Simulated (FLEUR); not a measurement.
# BN (P6_3/mmc) in FLEUR: band structure with Wu-Cohen GGA

Aim: the band structure of BN with Wu-Cohen GGA.

Everything below comes from runs of FLEUR MaX-R8.1 (later development tree). Logs are shortened: lines on timing, memory, paths and dates and some standing lists are left out, and cuts for length are marked.

**1. The structure**

It takes space group P6_3/mmc (No. 194, hexagonal). Conventional cell: a = 2.498 Å, b = 2.498 Å, c = 6.636 Å, α = 90.00°, β = 90.00°, γ = 120.00°. N (site symmetry -6m2) has 3 B at 1.44 Å as nearest neighbours. B (site symmetry -6m2) is surrounded by 3 N at 1.44 Å.

**2. Band structure, Wu-Cohen GGA**

The input, inp.xml:

```xml
<?xml version="1.0" encoding="UTF-8" standalone="no"?>
<fleurInput fleurInputVersion="0.39">
   <comment>
      BN                                                                                                  
   </comment>
   <calculationSetup>
      <cutoffs Kmax="5.71" Gmax="17.7" GmaxXC="17.7" numbands="0"/>
      <scfLoop itmax="60" minDistance="0.00001" maxIterBroyd="15" imix="Anderson" alpha="0.05" precondParam="0.0" spinf="2.0" sdNocoIR="T"/>
      <coreElectrons ctail="T" frcor="F" kcrel="0" coretail_lmax="0"/>
      <xcFunctional name="wc" relativisticCorrections="F"/>
      <magnetism jspins="1"/>
      <soc l_soc="F" theta="0.0" phi="0.0" spav="F"/>
      <expertModes spex="0" secvar="F"/>
      <geometryOptimization l_f="F" forcealpha="1.0" forcemix="BFGS" epsdisp="0.00001" epsforce="0.00001"/>
      <ldaU l_linMix="F" mixParam="0.05" spinf="1.0"/>
   </calculationSetup>
   <cell>
      <bzIntegration valenceElectrons="16.0" mode="hist" fermiSmearingEnergy="0.00183747">
         <kPointListSelection listName="default-1"/>
         <!-- k-points included here -->
         <xi:include xmlns:xi="http://www.w3.org/2001/XInclude" href="kpts.xml"> </xi:include>
      </bzIntegration>
      <!-- symmetry operations included here -->
      <xi:include xmlns:xi="http://www.w3.org/2001/XInclude" href="sym.xml"> </xi:include>
      <bulkLattice scale="1.0">
[... 30 lines left out ...]
         </electronConfig>
         <energyParameters s="2" p="2" d="3" f="4"/>
         <lo type="SCLO" l="0" n="2" eDeriv="2"/>
         <lo type="SCLO" l="1" n="2" eDeriv="2"/>
         <lo type="SCLO" l="2" n="3" eDeriv="2"/>
      </species>
   </atomSpecies>
   <atomGroups>
      <atomGroup species="Nitrogen (N)">
         <relPos label="                   1">-1.000/3.000 1.000/3.000 1.000/4.000</relPos>
         <relPos label="                   2">1.000/3.000 -1.000/3.000 -1.000/4.000</relPos>
         <force calculate="T" relaxXYZ="TTT"/>
      </atomGroup>
      <atomGroup species="Boron (B)">
         <relPos label="                   3">-1.000/3.000 1.000/3.000 -1.000/4.000</relPos>
         <relPos label="                   4">1.000/3.000 -1.000/3.000 1.000/4.000</relPos>
         <force calculate="T" relaxXYZ="TTT"/>
      </atomGroup>
   </atomGroups>
   <output dos="F" band="F" slice="F">
      <checks vchk="F" cdinf="F"/>
      <bandDOS minEnergy="-.5*Htr" maxEnergy="0.5*Htr" sigma="0.015" storeEVData="T"/>
      <vacuumDOS vacdos="F" integ="F" star="F" nstars="0" locx1="0.0" locy1="0.0" locx2="0.0" locy2="0.0" nstm="0" tworkf="0.0"/>
      <unfoldingBand unfoldBand="F" supercellX="1" supercellY="1" supercellZ="1"/>
      <plotting iplot="0" polar="F">
         <plot TwoD="T" vec1="  1.0  0.0  0.0" vec2="  0.0  1.0  0.0" vec3="  0.0  0.0  1.0" zero="  0.0  0.0  0.0" file="plot"/>
      </plotting>
      <chargeDensitySlicing numkpt="0" minEigenval="0.0" maxEigenval="0.0" nnne="0" pallst="F"/>
      <specialOutput eonly="F"/>
      <moessbauerParams electricFieldGradient="T" isomerShift="T" coreHyperfine="T" valenceHyperfine="T"/>
      <magneticCircularDichroism mcd="F" energyLo="-10.0" energyUp="0.0"/>
   </output>
  <!-- We include the file relax.xml here to enable relaxations (see documentation) -->
  <xi:include xmlns:xi="http://www.w3.org/2001/XInclude" href="relax.xml"> <xi:fallback/> </xi:include>
</fleurInput>
```

The input, crystal.txt:

```
BN
&input cartesian=F /
2.4982400000  0.0000000000  0.0000000000
-1.2491200000  2.1635393048  0.0000000000
0.0000000000  0.0000000000  6.6357000000
1.8897261246
1.0 1.0 1.0

4
7 0.6666666667  0.3333333333  0.2500000000
7 0.3333333333  0.6666666667  0.7500000000
5 0.6666666667  0.3333333333  0.7500000000
5 0.3333333333  0.6666666667  0.2500000000

&kpt div1=12 div2=12 div3=4 gamma=T /
```

The input, inp.xml (bands):

```
<?xml version="1.0" encoding="UTF-8" standalone="no"?>
<fleurInput fleurInputVersion="0.39">
   <comment>
      BN                                                                                                  
   </comment>
   <calculationSetup>
      <cutoffs Kmax="5.71" Gmax="17.7" GmaxXC="17.7" numbands="0"/>
      <scfLoop itmax="60" minDistance="0.00001" maxIterBroyd="15" imix="Anderson" alpha="0.05" precondParam="0.0" spinf="2.0" sdNocoIR="T"/>
      <coreElectrons ctail="T" frcor="F" kcrel="0" coretail_lmax="0"/>
      <xcFunctional name="wc" relativisticCorrections="F"/>
      <magnetism jspins="1"/>
      <soc l_soc="F" theta="0.0" phi="0.0" spav="F"/>
      <expertModes spex="0" secvar="F"/>
      <geometryOptimization l_f="F" forcealpha="1.0" forcemix="BFGS" epsdisp="0.00001" epsforce="0.00001"/>
      <ldaU l_linMix="F" mixParam="0.05" spinf="1.0"/>
   </calculationSetup>
   <cell>
      <bzIntegration valenceElectrons="16.0" mode="hist" fermiSmearingEnergy="0.00183747">
         <kPointListSelection listName="path-1"/>
         <!-- k-points included here -->
         <xi:include xmlns:xi="http://www.w3.org/2001/XInclude" href="kpts.xml"> </xi:include>
      </bzIntegration>
      <!-- symmetry operations included here -->
      <xi:include xmlns:xi="http://www.w3.org/2001/XInclude" href="sym.xml"> </xi:include>
      <bulkLattice scale="1.0">
[... 30 lines left out ...]
         </electronConfig>
         <energyParameters s="2" p="2" d="3" f="4"/>
         <lo type="SCLO" l="0" n="2" eDeriv="2"/>
         <lo type="SCLO" l="1" n="2" eDeriv="2"/>
         <lo type="SCLO" l="2" n="3" eDeriv="2"/>
      </species>
   </atomSpecies>
   <atomGroups>
      <atomGroup species="Nitrogen (N)">
         <relPos label="                   1">-1.000/3.000 1.000/3.000 1.000/4.000</relPos>
         <relPos label="                   2">1.000/3.000 -1.000/3.000 -1.000/4.000</relPos>
         <force calculate="T" relaxXYZ="TTT"/>
      </atomGroup>
      <atomGroup species="Boron (B)">
         <relPos label="                   3">-1.000/3.000 1.000/3.000 -1.000/4.000</relPos>
         <relPos label="                   4">1.000/3.000 -1.000/3.000 1.000/4.000</relPos>
         <force calculate="T" relaxXYZ="TTT"/>
      </atomGroup>
   </atomGroups>
   <output dos="F" band="T" slice="F">
      <checks vchk="F" cdinf="F"/>
      <bandDOS minEnergy="-.5*Htr" maxEnergy="0.5*Htr" sigma="0.015" storeEVData="T"/>
      <vacuumDOS vacdos="F" integ="F" star="F" nstars="0" locx1="0.0" locy1="0.0" locx2="0.0" locy2="0.0" nstm="0" tworkf="0.0"/>
      <unfoldingBand unfoldBand="F" supercellX="1" supercellY="1" supercellZ="1"/>
      <plotting iplot="0" polar="F">
         <plot TwoD="T" vec1="  1.0  0.0  0.0" vec2="  0.0  1.0  0.0" vec3="  0.0  0.0  1.0" zero="  0.0  0.0  0.0" file="plot"/>
      </plotting>
      <chargeDensitySlicing numkpt="0" minEigenval="0.0" maxEigenval="0.0" nnne="0" pallst="F"/>
      <specialOutput eonly="F"/>
      <moessbauerParams electricFieldGradient="T" isomerShift="T" coreHyperfine="T" valenceHyperfine="T"/>
      <magneticCircularDichroism mcd="F" energyLo="-10.0" energyUp="0.0"/>
   </output>
  <!-- We include the file relax.xml here to enable relaxations (see documentation) -->
  <xi:include xmlns:xi="http://www.w3.org/2001/XInclude" href="relax.xml"> <xi:fallback/> </xi:include>
</fleurInput>
```

Potentials or basis: all-electron, FLAPW.

Launch:

```bash
$ inpgen -f crystal.txt -profile fastHighL
$ # inp.xml edited to the form shown
$ fleur_MPI
$ fleur_MPI   # second run, on inp.xml (bands)
```

What it wrote:

```text
Welcome to FLEUR        (www.flapw.de)
      MaX-Release 8.1          (www.max-centre.eu)

 ========== k-point set info ==========
 Selected k-point list: default-1
 k-point list type: mesh
 12 x 12 x 4
 Number of k points: 57

 ------------Calculation Setup---------------------------
 Number of MPI-tasks      :            1
 Number of PE/node        :            1
 Number of OMP-threads    :            1
 Most efficient MPI parallelization for:
           1           3          19          57
 Additional eigenvalue parallelization possible
 Number of basis functions:          850
 Approximate size of matrices (H+S) per k-point:         0.011 GB
 --------------------------------------------------------
Nuclear radius smaller than smallest radial mesh point for atom type 2 -- skipping its core isomer shift
Nuclear radius smaller than smallest radial mesh point for atom type 2 -- skipping its isomer shift
 Iteration:     1   Distance:      28.23503737 me/bohr^3
Nuclear radius smaller than smallest radial mesh point for atom type 2 -- skipping its core isomer shift
Nuclear radius smaller than smallest radial mesh point for atom type 2 -- skipping its isomer shift
 Iteration:     2   Distance:      25.38920083 me/bohr^3
Nuclear radius smaller than smallest radial mesh point for atom type 2 -- skipping its core isomer shift
Nuclear radius smaller than smallest radial mesh point for atom type 2 -- skipping its isomer shift
 Iteration:     3   Distance:      11.18874550 me/bohr^3
Nuclear radius smaller than smallest radial mesh point for atom type 2 -- skipping its core isomer shift
Nuclear radius smaller than smallest radial mesh point for atom type 2 -- skipping its isomer shift
 Iteration:     4   Distance:       4.36731129 me/bohr^3
Nuclear radius smaller than smallest radial mesh point for atom type 2 -- skipping its core isomer shift
Nuclear radius smaller than smallest radial mesh point for atom type 2 -- skipping its isomer shift
 Iteration:     5   Distance:       1.39213792 me/bohr^3
Nuclear radius smaller than smallest radial mesh point for atom type 2 -- skipping its core isomer shift
Nuclear radius smaller than smallest radial mesh point for atom type 2 -- skipping its isomer shift
 Iteration:     6   Distance:       0.30983756 me/bohr^3
Nuclear radius smaller than smallest radial mesh point for atom type 2 -- skipping its core isomer shift
Nuclear radius smaller than smallest radial mesh point for atom type 2 -- skipping its isomer shift
 Iteration:     7   Distance:       0.15309644 me/bohr^3
Nuclear radius smaller than smallest radial mesh point for atom type 2 -- skipping its core isomer shift
Nuclear radius smaller than smallest radial mesh point for atom type 2 -- skipping its isomer shift
 Iteration:     8   Distance:       0.06190446 me/bohr^3
Nuclear radius smaller than smallest radial mesh point for atom type 2 -- skipping its core isomer shift
Nuclear radius smaller than smallest radial mesh point for atom type 2 -- skipping its isomer shift
 Iteration:     9   Distance:       0.01237977 me/bohr^3
Nuclear radius smaller than smallest radial mesh point for atom type 2 -- skipping its core isomer shift
Nuclear radius smaller than smallest radial mesh point for atom type 2 -- skipping its isomer shift
 Iteration:    10   Distance:       0.00138073 me/bohr^3
Nuclear radius smaller than smallest radial mesh point for atom type 2 -- skipping its core isomer shift
Nuclear radius smaller than smallest radial mesh point for atom type 2 -- skipping its isomer shift
 Iteration:    11   Distance:       0.00066701 me/bohr^3
Nuclear radius smaller than smallest radial mesh point for atom type 2 -- skipping its core isomer shift
Nuclear radius smaller than smallest radial mesh point for atom type 2 -- skipping its isomer shift
 Iteration:    12   Distance:       0.00005221 me/bohr^3
Nuclear radius smaller than smallest radial mesh point for atom type 2 -- skipping its core isomer shift
Nuclear radius smaller than smallest radial mesh point for atom type 2 -- skipping its isomer shift
 Iteration:    13   Distance:       0.00007239 me/bohr^3
Nuclear radius smaller than smallest radial mesh point for atom type 2 -- skipping its core isomer shift
Nuclear radius smaller than smallest radial mesh point for atom type 2 -- skipping its isomer shift
 Iteration:    14   Distance:       0.00000298 me/bohr^3

 ********************************************************************
 Run finished successfully
 Stop message:
   all done
 ********************************************************************
```

It took 3 min on 1 thread of Arm Neoverse V1, shared host; peak memory 0.08 GiB.

Results:

| Quantity | Value |
| --- | --- |
| Free energy | -4328.7907 eV |
| Band gap on the k mesh | 4.20 eV, indirect (least direct gap 4.62 eV) |
| Band gap along the path | 4.16 eV, indirect (least direct gap 4.62 eV) |
| Valence electrons inside the program's atomic spheres | N 2.95; B 0.92 (radii N 1.26, B 1.26 bohr) |

Levels at the corners of the path, in eV from the valence-band top:
```csv
point,band 4,band 5,band 6,band 7,band 8,band 9,band 10,band 11,band 12,band 13
Γ,-4.18,-1.37,-1.37,-1.33,-1.33,5.01,10.15,11.54,11.54,11.67
M,-8.92,-4.20,-4.13,-1.51,-0.48,4.16,5.58,9.48,9.94,12.46
K,-7.93,-7.18,-7.18,-0.13,-0.13,4.80,4.80,10.51,13.11,13.11
Γ,-4.18,-1.37,-1.37,-1.33,-1.33,5.01,10.15,11.54,11.54,11.67
A,-5.40,-1.35,-1.35,-1.35,-1.35,7.42,7.42,11.60,11.60,11.60
L,-8.96,-4.17,-4.17,-0.97,-0.97,4.63,4.63,9.90,9.90,13.36
H,-8.01,-7.18,-7.18,-0.04,-0.04,4.58,4.58,11.74,11.74,13.81
A,-5.40,-1.35,-1.35,-1.35,-1.35,7.42,7.42,11.60,11.60,11.60
L,-8.96,-4.17,-4.17,-0.97,-0.97,4.63,4.63,9.90,9.90,13.36
M,-8.92,-4.20,-4.13,-1.51,-0.48,4.16,5.58,9.48,9.94,12.46
K,-7.93,-7.18,-7.18,-0.13,-0.13,4.80,4.80,10.51,13.11,13.11
H,-8.01,-7.18,-7.18,-0.04,-0.04,4.58,4.58,11.74,11.74,13.81
```

Core levels (eV from the Fermi level):
```csv
atom,levels
1 N,1s1/2 -373.7
2 N,1s1/2 -373.7
3 B,1s1/2 -171.2
4 B,1s1/2 -171.2
```
